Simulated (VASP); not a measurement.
LiCl, 2 atoms in the cell. Symmetry: Fm-3m, No. 225, cubic system. The conventional cell has a = 5.130 Å, b = 5.130 Å, c = 5.130 Å, α = 90.00°, β = 90.00°, γ = 90.00°. Around Cl (site symmetry m-3m) lie 6 Li at 2.56 Å. Li (site symmetry m-3m) is surrounded by 6 Cl at 2.56 Å. 

| Item | Value |
| --- | --- |
| Program | VASP 6.6.1 |
| Task | band structure |
| Functional | r2SCAN-EpsX |
| Potentials or basis | VASP PAW PBE potentials, release 64 (Cl, Li_sv) |
| Cutoff | 520 eV |
| k mesh | 6 × 6 × 6 |
| Occupations | gaussian, width 0.02 eV |
| Spin | no spin polarisation |
| Ladder | gaps |
| Grid for exact exchange (PRECFOCK) | Fast |
| Exchange at q = 0 | truncated |
| Share of exact exchange | 0.3367 |
| Further INCAR settings | ALGO = Normal; EDIFF = 1e-07 |

Potentials or basis: VASP PAW PBE potentials, release 64 (Cl, Li_sv).

The run is started by

```console
$ cat potpaw_PBE.64/Cl/POTCAR potpaw_PBE.64/Li_sv/POTCAR > POTCAR
$ cp INCAR.step1 INCAR
$ cp KPOINTS.step1 KPOINTS
$ mpirun -np 4 vasp_std > vasp.out
$ cp INCAR.step2 INCAR
$ cp KPOINTS.step2 KPOINTS
$ mpirun -np 4 vasp_std > vasp.out
$ cp INCAR.step3 INCAR
$ cp KPOINTS.step3 KPOINTS
$ mpirun -np 4 vasp_std > vasp.out
```

Hardware: 4 MPI ranks on Intel(R) Xeon(R) Platinum 8488C (Sapphire Rapids), on a shared host.

Q: Estimate the wall time of this run.

A: It took 3.8 min on 4 MPI ranks on Intel(R) Xeon(R) Platinum 8488C (Sapphire Rapids), on a shared host, peak memory 0.22 GiB a rank. Counts: scf iterations 60, k points 16.
